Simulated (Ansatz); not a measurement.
# BN: the cost of one run

Program: Ansatz 0.2.0. Level of theory: DFT PBE, scalar-relativistic. These are calculated values, not measurements.

## 1. Starting point

Symmetry: F-43m, No. 216, cubic system. The conventional cell has a = 3.615 Å, b = 3.615 Å, c = 3.615 Å, α = 90.00°, β = 90.00°, γ = 90.00°. B (site symmetry -43m) is surrounded by 4 N at 1.57 Å. N (site symmetry -43m) is surrounded by 4 B at 1.57 Å.

Coordinates:

```
B N
1.0
     0.00000    1.80750    1.80750
     1.80750    0.00000    1.80750
     1.80750    1.80750    0.00000
B N
1 1
Direct
  0.00000 0.00000 0.00000
  0.75000 0.75000 0.75000
```

Atoms are numbered in the order of the input: B1, N2.

## 2. After the deformation

Space group F-43m before, R3m after.

## 3. LAPW, all electrons

Input file input.yaml:

```yaml
crystal:
  lattice:
    - [-0.03615, 1.789425, 1.789425]
    - [1.789425, -0.03615, 1.789425]
    - [1.789425, 1.789425, -0.03615]
  atoms:
    - { symbol: B, position: [0.0, 0.0, 0.0] }
    - { symbol: "N", position: [0.75, 0.75, 0.75] }
kpoints:
  mp_grid: { grid: [13, 13, 13] }
  band_path:
    path:
      - [0.0, 0.0, 0.0]
      - [0.5, 0.5, 0.5]
      - [0.2551801333, 0.5, 0.7448198667]
      - [-0.2551801333, 0.2551801333, 0.5]
      - [0.0, 0.0, 0.5]
      - [0.0, 0.0, 0.0]
      - [-0.3775900666, 0.0, 0.3775900666]
      - [0.0, 0.3775900666, 0.6224099334]
      - [0.0, 0.5, 0.5]
    npoints: 5
scf:
  occupations: { method: fermi_dirac, width: 0.03 }
hamiltonian:
  xc: pbe
  pseudopotentials: { kind: all_electron, lapw: { basis_error: 0.001 } }
output:
  forces: true
  stress: true
  eigenvalues: true
```

The run is started by

```
ansatz run input.yaml --threads 1 --pin off --max-ram 3072MiB --backend cpu --events-out ev --progress --plain --runs-dir out
```

What time and memory should one allow on 1 thread of Intel Xeon Platinum 8488C (Sapphire Rapids), shared host?

About 17 s, with a peak of 0.39 GiB.
